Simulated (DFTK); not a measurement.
Runs of DFTK 0.8.2 on Ga. It takes space group P2_1/m (No. 11, monoclinic). Conventional cell: a = 2.778 Å, b = 3.282 Å, c = 4.210 Å, α = 90.00°, β = 108.61°, γ = 90.00°. Ga (site symmetry m) has 8 Ga at 2.71 to 2.84 Å as nearest neighbours. This isn't the form of Ga at room conditions, which is orthorhombic.

```csv
level,gap on the mesh (eV),pressure (GPa),largest force (eV/Å)
TASK,none,0.0,0.13
r2SCAN,none,-1.9,0.25
RPBE,none,4.7,0.12
WC,none,-0.7,0.11
LDA,none,-3.9,0.11
SCAN,none,-3.3,(a)
PBEsol,none,-1.3,0.11
TPSS,none,-0.3,0.12
AM05,none,-1.9,0.10
BLYP,none,(b),0.16
```

Alike in all rows: task single point; potentials or basis SG15 1.2 (PBE); no spin polarisation; cell as given; k mesh 7 × 5 × 5; cutoff (eV) 1225; smearing fermi-dirac 0.05 eV; the mesh is coarse, so values aren't converged.

**Question.** Estimate the missing entries.

**Answer.** (a) 0.09; (b) 8.1.

Caveats: all runs use coarse meshes; the potentials were made for another functional, which shifts forces and pressure; the program warned that the kinetic-energy density falls under its von Weizsäcker bound, which can give unphysical results (some runs).

A k mesh can miss the band edges, and the runs leave out spin-orbit coupling on Ga.

A gap of «none» marks a metal or a gap under the smearing width.

Runs at the PBE level aren't shown here.
